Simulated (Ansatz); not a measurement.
# Al2O3: relaxation of cell and atoms with r2SCAN

Crystal: Al2O3.

```
CELL_PARAMETERS angstrom
3.01748 0.00000 0.00000
-1.50874 2.61322 0.00000
0.00000 0.00000 7.57464
ATOMIC_POSITIONS crystal
Al 0.00000 0.00000 0.72205
Al 0.00000 0.00000 0.27795
O 0.00000 0.00000 0.50000
O 0.66667 0.33333 0.80055
O 0.33333 0.66667 0.19945
```

Measurements of this composition are mostly on another form, of space group No. 167.

```yaml
Program: Ansatz 0.2.0
Task: relaxation of cell and atoms
Functional: r2SCAN
Potentials_or_basis: Ansatz PAW
Cutoff: "500 eV (not typed: the program's choice for these potentials)"
k_mesh: 10 × 10 × 4
Occupations: fermi-dirac, width 0.05 eV
Spin: no spin polarisation
```

| Item | Value |
| --- | --- |
| Relaxed volume | 11.74 Å³/atom |
| Relaxed cell | a = 2.986 Å, b = 2.986 Å, c = 7.600 Å, α = 90.00°, β = 90.00°, γ = 120.00° |
| Space group after relaxing (to 0.05 Å) | P-3m1 (No. 164) |
| Energy gained by relaxing | 7.2 meV/atom |
| Ionic steps | 6 |
| Pressure after relaxing | 0.0 GPa |
| Band gap on the k mesh | 3.14 eV, direct |

The path:
```csv
step,energy change (eV),largest force (eV/Å),volume (Å³)
1,0.0000,0.3902,59.73
2,-0.0257,0.2291,59.40
3,-0.0363,0.0086,58.87
4,-0.0365,0.0024,58.78
5,-0.0365,0.0015,58.68
6,-0.0361,0.0014,58.68
```

Final structure:
```
Al O
1.0
     2.98587    0.00000    0.00000
    -1.49293    2.58584    0.00000
     0.00000    0.00000    7.60030
Al O
2 3
Direct
  0.00000 0.00000 0.71909
  0.00000 0.00000 0.28091
  0.00000 0.00000 0.50000
  0.66667 0.33333 0.79547
  0.33333 0.66667 0.20453
```

Levels at points of the mesh, in eV from the valence-band top:
| k point | band 9 | band 10 | band 11 | band 12 | band 13 | band 14 | band 15 | band 16 |
| --- | --- | --- | --- | --- | --- | --- | --- | --- |
| (0.00, 0.00, 0.00) | -3.93 | -2.54 | 0.00 | 0.00 | 3.14 | 5.24 | 8.18 | 11.34 |
| (0.00, 0.00, -0.50) | -3.91 | -3.21 | 0.00 | 0.00 | 4.03 | 4.25 | 9.20 | 9.47 |
| (0.00, -0.50, 0.00) | -3.66 | -3.34 | -1.86 | -0.52 | 5.42 | 7.13 | 9.13 | 10.06 |
| (0.00, -0.50, -0.50) | -3.58 | -3.55 | -1.81 | -0.51 | 5.90 | 6.46 | 9.23 | 9.51 |

It took 31 s on 2 threads of Intel(R) Xeon(R) Processor @ 2.70GHz, on a shared host, peak memory 0.55 GiB.

Caveat: the plane-wave basis is chosen anew once the cell has moved, so the energies of steps on either side of that aren't comparable; the PAW data sets come from PBE, with cores solved anew for the run's functional, which leaves a small shift of forces and pressure. A k mesh can miss the band edges.
